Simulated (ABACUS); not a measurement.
A run of ABACUS 3.10.1:

Contents of INPUT:

```
INPUT_PARAMETERS
suffix              GaAs
calculation         nscf
basis_type          pw
pseudo_dir          ./
symmetry            -1
dft_functional      LDA_X+LDA_C_PW
ecutwfc             40.0
pseudo_rcut         10
nspin               1
nbands              22
ks_solver           dav
smearing_method     fd
smearing_sigma      0.00367493
scf_thr             1e-08
scf_nmax            100
mixing_type         broyden
mixing_beta         0.7
ecutrho             320.0
init_chg            file
pw_diag_thr         1e-07
out_band            1
kpar                4
```

Contents of STRU:

```
ATOMIC_SPECIES
As 74.9216 as_lda_v1.uspp.F.UPF
Ga 69.7230 ga_lda_v1.4.uspp.F.UPF

LATTICE_CONSTANT
7.5546896700

LATTICE_VECTORS
0.0000000000 0.7071067812 0.7071067812
0.7071067812 0.0000000000 0.7071067812
0.7071067812 0.7071067812 0.0000000000

ATOMIC_POSITIONS
Cartesian

As
0.0
1
1.0606601718 1.0606601718 1.0606601718 1 1 1

Ga
0.0
1
0.0000000000 0.0000000000 0.0000000000 1 1 1
```

KPT

```
K_POINTS
12
Line
0.00000000 0.00000000 0.00000000 10 // G
0.50000000 0.00000000 0.50000000 10 // X
0.50000000 0.25000000 0.75000000 10 // W
0.37500000 0.37500000 0.75000000 10 // K
0.00000000 0.00000000 0.00000000 10 // G
0.50000000 0.50000000 0.50000000 10 // L
0.62500000 0.25000000 0.62500000 10 // U
0.50000000 0.25000000 0.75000000 10 // W
0.50000000 0.50000000 0.50000000 10 // L
0.37500000 0.37500000 0.75000000 1 // K
0.62500000 0.25000000 0.62500000 10 // U
0.50000000 0.00000000 0.50000000 1 // X
```

Potentials or basis: GBRV ultrasoft 1.5 LDA, plane waves.

Run with:

```sh
$ OMP_NUM_THREADS=1 mpirun -np 4 abacus > log
```

Hardware: 4 MPI ranks on Intel(R) Xeon(R) Platinum 8488C (Sapphire Rapids), with other jobs on the host.

Task: Estimate the wall time of this run.

Result: Run time: 4.8 s on 4 MPI ranks on Intel(R) Xeon(R) Platinum 8488C (Sapphire Rapids), on a shared host, peak memory 0.68 GiB a rank. Counts: scf iterations 1, k points 102, bands 22, ranks 4.
